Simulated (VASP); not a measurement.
Ta2N under changes of volume

One of the cells (13.895 Å³/atom); the others are scaled copies at fixed shape and fractional positions:

```
CELL_PARAMETERS angstrom
3.13348 0.00000 0.00000
-1.56674 2.71367 0.00000
0.00000 0.00000 4.90209
ATOMIC_POSITIONS crystal
Ta 0.33333 0.66667 0.25471
Ta 0.66667 0.33333 0.74529
N 0.00000 0.00000 0.00000
```

The cell comes from a database or a generator and needn't be the stable form of this composition.

| Item | Value |
| --- | --- |
| Program | VASP 6.6.1 |
| Functional | PBE |
| Potentials or basis | VASP PAW PBE potentials, release 64 (Ta_pv, N) |
| Cutoff | 520 eV |
| k mesh | 10 × 10 × 6 |
| Occupations | fermi-dirac, width 0.05 eV |
| Spin | no spin polarisation |

| volume (Å³/atom) | energy over the lowest point (meV/atom) | pressure (GPa) | largest force (eV/Å) |
| --- | --- | --- | --- |
| 12.805 | 40.05 | 18.9 | 0.418 |
| 13.077 | 14.14 | 11.6 | 0.276 |
| 13.350 | 0.00 | 5.0 | 0.145 |
| 13.895 | 2.33 | -6.1 | 0.081 |
| 14.167 | ? | ? | ? |
| 14.439 | 38.81 | -15.1 | 0.270 |

Problem. What does the run at 14.167 Å³/atom give?

Solution. Energy over the lowest point 16.74 meV/atom; pressure -10.9 GPa; largest force 0.180 eV/Å.

Worked out: A Birch-Murnaghan fit of order 3 (a polynomial in V^(-2/3)) to the other rows has its minimum at 13.58 Å³/atom with B0 = V·E''(V) = 282 GPa and B' = 4.4 at fixed shape and positions, which overstates the stiffness. It gives 16.76 meV/atom at 14.167 Å³/atom, against the run's 16.74, and -dE/dV = -10.8 GPa, against -10.9.

Energies are extrapolated to zero smearing.
